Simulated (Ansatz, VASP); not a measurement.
## AgCl: VASP beside Ansatz

Contents of INCAR:

```
PREC = Accurate
ENCUT = 520
EDIFF = 1E-6
ISMEAR = 0
SIGMA = 0.05
LREAL = False
LASPH = True
NELM = 100
ALGO = Normal
ISIF = 2
LWAVE = False
LCHARG = False
GGA = PE
NBANDS = 46
```

File KPOINTS:

```
Automatic mesh
0
Gamma
  10 10 4
```

The input POSCAR:

```
AgCl
1.0
   -3.7861669437      0.0000000000      0.0000000000
    0.0000000000      0.0000000000      3.8937085080
    0.0000000000     11.6224404486      0.0000000000
Ag Cl
4 4
Direct
    1.0000000000      0.7500000000      0.6060479495
    0.5000000000      0.7500000000      0.1060479495
    1.0000000000      0.2500000000      0.3939520505
    0.5000000000      0.2500000000      0.8939520505
    0.0000000000      0.2500000000      0.1335211316
    0.5000000000      0.2500000000      0.6335211316
    0.0000000000      0.7500000000      0.8664788684
    0.5000000000      0.7500000000      0.3664788684
```

Input for Ansatz:

```yaml
crystal:
  lattice:
    - [-3.7861669437, 0.0, 0.0]
    - [0.0, 0.0, 3.893708508]
    - [0.0, 11.6224404486, 0.0]
  atoms:
    - { symbol: Ag, position: [1.0, 0.75, 0.6060479495] }
    - { symbol: Ag, position: [0.5, 0.75, 0.1060479495] }
    - { symbol: Ag, position: [1.0, 0.25, 0.3939520505] }
    - { symbol: Ag, position: [0.5, 0.25, 0.8939520505] }
    - { symbol: Cl, position: [0.0, 0.25, 0.1335211316] }
    - { symbol: Cl, position: [0.5, 0.25, 0.6335211316] }
    - { symbol: Cl, position: [0.0, 0.75, 0.8664788684] }
    - { symbol: Cl, position: [0.5, 0.75, 0.3664788684] }
basis:
  ecutwfc: 420
kpoints:
  mp_grid: { grid: [10, 10, 4] }
hamiltonian:
  xc: pbe
scf:
  occupations: { method: gaussian, width: 0.05 }
output:
  forces: true
  stress: true
  eigenvalues: true
```

Alike in both runs: task single point; functional PBE; k mesh 10 × 10 × 4; occupations gaussian, width 0.05 eV; no spin polarisation.

```csv
,VASP,Ansatz
version,VASP 6.6.1,Ansatz 0.2.0
potentials or method,"VASP PAW PBE potentials, release 64 (Ag, Cl)","scalar-relativistic, plane waves, PAW"
plane-wave cutoff (eV),520,420
valence electrons in the cell,72,104
```

VASP gave:

* gap on the k mesh at the Fermi level (eV): 0.42
* least direct gap on the mesh (eV): 2.06
* pressure (GPa): -0.1
* largest component of the traceless stress (GPa): 0.05

Estimate Ansatz's values.

gap on the k mesh at the Fermi level (eV): 0.42; least direct gap on the mesh (eV): 2.06; pressure (GPa): 0.0; largest component of the traceless stress (GPa): 0.01.

The functional is the same, so the differences come from potentials, cutoffs and numerics. The two sets of potentials don't hold the same shells in valence.
